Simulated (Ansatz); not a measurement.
# EuO, space group Fm-3m: a comparison of magnetic orders

Computed with the Python package of Ansatz (0.2.0).

The cells in order, each with its output:

In [1]:
```python
import ansatz as az
import numpy as np
```

In [2]:
```python
SMEARING_WIDTH = 0.1
XC = 'PBE'
MESH = (9, 9, 9)
```

In [3]:
```python
def count_gap(report):
    # lowest empty less highest filled band, counting bands; zero where they overlap
    return max(report.get('gap_by_band_count_ev') or 0.0, 0.0)
```

In [4]:
```python
CELL = [
    (0.0, 2.57195, 2.57195),
    (2.57195, 0.0, 2.57195),
    (5.1439, 5.1439, 0.0),
]
ATOMS = [
    ('Eu', (0.0, 0.0, 0.0)),
    ('O', (0.5, 0.5, 0.25)),
    ('Eu', (0.0, 0.0, 0.5)),
    ('O', (0.5, 0.5, 0.75)),
]


def ordered(moments):
    crystal = az.Crystal(lattice=az.Lattice.of(CELL))
    for (symbol, position), moment in zip(ATOMS, moments):
        crystal = crystal.atom(symbol, position, moment=moment or None)
    return crystal
```

In [5]:
```python
orders = {
    'FM': [5.6, 0, 5.6, 0],
    'AFM': [5.6, 0, -5.6, 0],
}
```

In [6]:
```python
rows = []
for label, moments in orders.items():
    setup = (
        ordered(moments).calculation()
        .occupations(az.OccupationsMethod.FERMI_DIRAC, width=SMEARING_WIDTH)
        .hubbard('Eu', 'f', u=4.4, j=0.9)
        .functional(XC)
        .kpoints(mesh=MESH, center='gamma')
        .spin('collinear')
        .band_table()
    )
    summary = setup.run(threads=1, pin='off').report
    rows.append((label, summary['free_energy_ev'], summary['magnetization_mub'], summary['absolute_magnetization_mub'], max(abs(m) for m in summary['site_moments_mub']), count_gap(summary)))
    print(label, 'site moments:', [round(m, 2) for m in summary['site_moments_mub']])
```
```text
DeckWarning: basis.ecutwfc = 420 eV, auto-derived from the records' recommended cutoffs: set by Eu (normal level)
FM site moments: [6.71, -0.09, 6.71, -0.09]
AFM site moments: [6.7, 0.0, -6.7, -0.0]
```

In [7]:
```python
plain = (
    ordered([0] * len(ATOMS)).calculation()
    .occupations(az.OccupationsMethod.FERMI_DIRAC, width=SMEARING_WIDTH)
    .hubbard('Eu', 'f', u=4.4, j=0.9)
    .functional(XC)
    .kpoints(mesh=MESH, center='gamma')
    .band_table()
)
summary = plain.run(threads=1, pin='off').report
rows.append(('NM', summary['free_energy_ev'], 0.0, 0.0, 0.0, count_gap(summary)))
```

In [8]:
```python
lowest = min(row[1] for row in rows)
rows = [(row[0], 1000 * (row[1] - lowest) / 2, *row[2:]) for row in sorted(rows, key=lambda row: row[1])]
print('         order  meV/magnetic atom         net muB    absolute muB  largest site muB  gap by band count eV')
for row in rows:
    print(f'{str(row[0]):>14s}  {row[1]:17.2f}  {row[2]:14.3f}  {row[3]:14.3f}  {row[4]:16.3f}  {row[5]:20.3f}')
print('lowest of these starts:', rows[0][0])
```
```text
         order  meV/magnetic atom         net muB    absolute muB  largest site muB  gap by band count eV
            FM               0.00          13.999          14.406             6.714                 0.000
           AFM              35.97           0.000          13.973             6.698                 0.247
            NM            6728.16           0.000           0.000             0.000                 0.000
lowest of these starts: FM
```

In order of energy: ferromagnetic (+0.0 meV an atom, largest site moment 6.71 μB), antiferro- or ferrimagnetic (+18.0 meV an atom, largest site moment 6.70 μB) and non-magnetic (+3364.1 meV an atom, largest site moment 0.00 μB). These are the states reached from the starts typed.

Open f shells: with a Hubbard U, without spin-orbit coupling; the state reached hangs on the start and needn't be the lowest. A gap by band count of zero or less means overlapping bands, a metal. The structure is a deposited one; some such entries were measured under pressure or heat, so a shift against it needn't be the functional's error alone. Gaps and levels are Kohn-Sham values on a finite set of k-points, without spin-orbit coupling. Warnings are shown shortened and without file and line. Each row is the state reached from that start at the given structure, not necessarily the lowest of its order; other orders weren't tried. Finished in 110 s on 1 thread of Arm Neoverse V2 (shared host), peak memory 0.73 GiB.
